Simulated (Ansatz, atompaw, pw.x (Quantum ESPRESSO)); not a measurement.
# lead: one change to the PAW (atompaw) potential, in the atom and in the sc crystal

Pb (Z = 82), PAW, made with atompaw 4.2.0.5 (PBE, scalar-relativistic). Core [Xe] 4f14 5d10, reference 6s1.5 6p2.5. Waves: 6s (bound): rc 2.60 bohr; 6s channel at 2.3 Ry: rc 1.75 bohr; 6p (bound): rc 2.60 bohr; 6p channel at 0.9 Ry: rc 2.60 bohr. Local part: bessel scheme, radius 2.25 bohr. Core correction: smooth core density matched at 1.95 bohr. Augmentation charge: besselshape compensation charge, radius 2.35 bohr; PAW radius 2.60 bohr; waves and projectors: custom rrkj gramschmidtortho.

Change: all radii scaled by about 0.93 (s 2.42, p 2.42 bohr); local potential bessel scheme, radius 2.10 bohr; augmentation besselshape compensation charge, radius 2.20 bohr; PAW radius 2.42 bohr; waves and projectors: custom rrkj gramschmidtortho; core correction smooth core density matched at 1.82 bohr.

Cutoffs, loose and tight: the cutoffs (Ry, on a coarse ladder) from which the occupation-weighted sum of valence levels, in a spherical-Bessel basis at the reference potential, stays within 10 and 1 mRy of its value at 400 Ry. They see the waves and projectors alone, not the compensation charge or the core.

Crystal test: sc Pb in pw.x 7.5, no spin, 10³ k-points, Fermi–Dirac smearing 0.01 Ry, cutoffs set for each file from its atomic test. The reference is all-electron LAPW (Ansatz 0.2.0) with the same functional, mesh and smearing; V0 and B0 come from Birch–Murnaghan fits to the pressures at five volumes. Errors are pseudo minus all-electron; Δ is the rms difference of the E(V) curves that follow from these fits, minima aligned, over ±6 % about the mean V0. Mesh and smearing are coarse, so the numbers serve the comparison and aren't converged zero-temperature values; the lattice is a test structure that the element need not adopt.

All-electron: a0 = 3.254 Å (V0 = 34.44 Å³/atom), B0 = 34.9 GPa.

Task: Does the change bring the crystal closer to the all-electron result?

Result: The mean pressure error goes from -9.35 to -10.39 GPa, so the change moves the solid further from the all-electron pressures. Neither pressure curve crosses zero within the volumes sampled, so no fits are given.

```csv
quantity,base,changed
outcome (atom),generated,generated
"cutoff, loose (atom)",6 Ry,6 Ry
"cutoff, tight (atom)",8 Ry,6 Ry
bound ghosts (atom),none,none
cutoffs in pw.x (Ry),40/400,40/400
mean pressure error (GPa),-9.35,-10.39
```

Base: This is a poor potential for the solid. The pseudo pressure rises with volume over part of the range, a mechanical instability. Changed file: This is a poor potential for the solid. The pseudo pressure rises with volume over the whole range, a mechanical instability.
